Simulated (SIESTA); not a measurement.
## CdS (Greenockite) in SIESTA: the effect of strain zz

Crystal: CdS (Greenockite).

```xyz
4
Lattice="4.1500 0.0000 0.0000 -2.0750 3.5940 0.0000 0.0000 0.0000 6.4675" Properties=species:S:1:pos:R:3 pbc="T T T"
Cd    2.0750    1.1980    3.2338
Cd    0.0000    2.3960    0.0000
S     2.0750    1.1980    5.6591
S     0.0000    2.3960    2.4253
```

The cell isn't the ideal one: cell strained along z.

Alike in all runs:

```yaml
Program: SIESTA 5.4.2
Task: band structure
Functional: PBE
Potentials_or_basis: PseudoDojo 0.4 standard (PBE files)
Basis: DZP (energy shift 0.003 Ry; two zetas on semicore shells)
Grid_cutoff: 800 Ry
Energy_shift: 0.003 Ry
k_mesh: 7 × 7 × 4
Occupations: fermi-dirac, width 0.05 eV
Spin: no spin polarisation
```

| strain zz | gap on the mesh (eV) | pressure (GPa) | largest force (eV/Å) |
| --- | --- | --- | --- |
| -0.04 | 1.50 | 5.6 | 0.59 |
| -0.02 | ? | ? | ? |
| -0.01 | 1.44 | 3.0 | 0.18 |
| 0 | 1.39 | 2.3 | 0.07 |
| 0.01 | 1.35 | 1.7 | 0.01 |
| 0.02 | 1.31 | 1.1 | 0.08 |
| 0.04 | 1.23 | 0.0 | 0.18 |

Q: What does the run with strain zz -0.02 give?

A: gap on the mesh 1.47 eV; pressure 3.8 GPa; largest force 0.29 eV/Å.

Worked out: A parabola through the other rows of the gap on the mesh, of slope -2.77 eV per unit of strain zz there, gives 1.46 eV, against the run's 1.47. A parabola through the other rows of the pressure, of slope -81.5 GPa per unit of strain zz there, gives 3.8 GPa, against the run's 3.8. A parabola through the other rows of the largest force, of slope -12.9 eV/Å per unit of strain zz there, gives 0.26 eV/Å, against the run's 0.29.

Caveats: the basis of atomic orbitals isn't converged, which shifts pressures, moduli and gaps.

